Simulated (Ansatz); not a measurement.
# An added H started as a split pair with a Sr atom in rocksalt SrO, 65 atoms, charge 0

All numbers come from Ansatz (PAW, plane waves, no spin–orbit coupling) at the single k point (¼, ¼, ¼) without its symmetry partners. The atoms were relaxed with PBEsol in a fixed cell; other functionals are single points on those atoms unless said otherwise. The valence top and gap of the host come from its small cell on a dense mesh, with the band extrema sought between the mesh points, lined up by the mean potential, PBEsol gap 3.20 eV, HSE06 gap 4.79 eV.

Cell: a = 10.245 Å, b = 10.245 Å, c = 10.245 Å, α = 90.00°, β = 90.00°, γ = 90.00°.

Nearest atoms after relaxation, from the placed atom (for vacancies from the middle of the vacant sites): Sr at 2.25 Å, Sr at 2.25 Å, Sr at 2.26 Å, Sr at 2.26 Å, O at 2.28 Å, O at 2.28 Å, O at 2.29 Å, O at 2.29 Å.

Chemical potentials μ are those of reference phases of the elements at zero temperature by the same functional (the usual solids, diamond for C, grey Sn, and the molecules H2, N2, O2, F2, Cl2, Br2 and S8).

```tsv
functional	E(defect) − E(host) − Σ nμ + q·E_VBM (eV)	monopole (eV)	alignment (eV)	formation energy at E_F = VBM (eV)	moment (μB)	wall time, shared host
PBEsol	2.29	0.00	0.00	2.29	1.0	22 s on NVIDIA GB300 (relaxation)
HSE06	2.73	0.00	0.00	2.73	1.0	51 s on NVIDIA GB300
```

HSE06 one-electron levels near the gap (the ten most localised at most), from the host's valence top:

```
level (eV)  spin  filling  atoms sharing it  element of the atom with most weight
     -0.28    up     1.00              21.3                                spread
     -0.27  down     1.00              22.4                                spread
     -0.27  down     1.00              22.6                                spread
     -0.25  down     1.00               5.4                                     O
     -0.24  down     1.00              17.8                                     O
     -0.24  down     1.00              17.9                                     O
     -0.14  down     1.00              12.6                                     O
     -0.13  down     1.00              12.3                                     O
      0.65    up     1.00               6.7                                     H
      3.08  down     0.00               4.2                                     H
```

All elements are taken at their own reference at once; growth conditions in equilibrium with the host shift these energies, by up to the host's formation enthalpy.

One k point and a cell of this size can leave errors of several tenths of an eV in such numbers.
